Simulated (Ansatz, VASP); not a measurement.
# Two plane-wave programs on AgCl (Chlorargyrite)

```xyz
2
Lattice="0.0000 2.7238 2.7238 2.7238 0.0000 2.7238 2.7238 2.7238 0.0000" Properties=species:S:1:pos:R:3 pbc="T T T"
Ag    0.0000    0.0000    0.0000
Cl    2.7238    2.7238    2.7238
```

Alike in both runs: functional PBEsol; k mesh 8 × 8 × 8; occupations gaussian, width 0.02 eV; no spin polarisation.

Ansatz relaxed the structure, and its values are those at the end. VASP's run is a single point on that final structure, the one shown.

|  | VASP | Ansatz |
| --- | --- | --- |
| version | VASP 6.6.1 | Ansatz 0.2.0 |
| potentials or method | VASP PAW PBE potentials, release 64 (Ag, Cl) | scalar-relativistic, plane waves, PAW |
| plane-wave cutoff (eV) | 520 | 420 |
| valence electrons in the cell | 18 | 26 |

VASP gave:

```
gap on the k mesh at the Fermi level (eV) : 0.72
least direct gap on the mesh (eV)         : 3.22
pressure (GPa)                            : -0.1
```

What did Ansatz give for the same quantities?

gap on the k mesh at the Fermi level (eV): 0.72; least direct gap on the mesh (eV): 3.23; pressure (GPa): 0.0.

With one functional, cell and mesh, what is left measures potentials, basis and numerics. The two sets of potentials don't hold the same shells in valence.

Caveats: the PAW data sets were made with another functional, which shifts forces and pressure a little (VASP). A k mesh can miss the band edges.
